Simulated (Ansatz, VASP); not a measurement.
## HfN: VASP beside Ansatz

```
Hf N
1.0
     0.00000    2.25081    2.25081
     2.25081    0.00000    2.25081
     2.25081    2.25081    0.00000
Hf N
1 1
Direct
  0.00000 0.00000 0.00000
  0.50000 0.50000 0.50000
```

Alike in both runs: functional PBEsol; k mesh 11 × 11 × 11; occupations methfessel-paxton of order 1, width 0.05 eV; no spin polarisation.

Ansatz relaxed the structure, and its values are those at the end. VASP's run is a single point on that final structure, the one shown.

|  | VASP | Ansatz |
| --- | --- | --- |
| version | VASP 6.6.1 | Ansatz 0.2.0 |
| potentials or method | VASP PAW PBE potentials, release 64 (Hf_pv, N) | plane waves, PAW |
| plane-wave cutoff (eV) | 520 | 490 |
| valence electrons in the cell | 15 | 31 |

Ansatz gave:

| Property | Result |
| --- | --- |
| pressure (GPa) | 0.0 |

Problem. What did VASP give for the same quantities?

Solution. Pressure (GPa): -2.1.

The two sets of potentials don't hold the same shells in valence.

Caveats: the PAW data sets were made with another functional, which shifts forces and pressure a little (VASP). Spin-orbit coupling is left out, which matters for the levels of Hf.
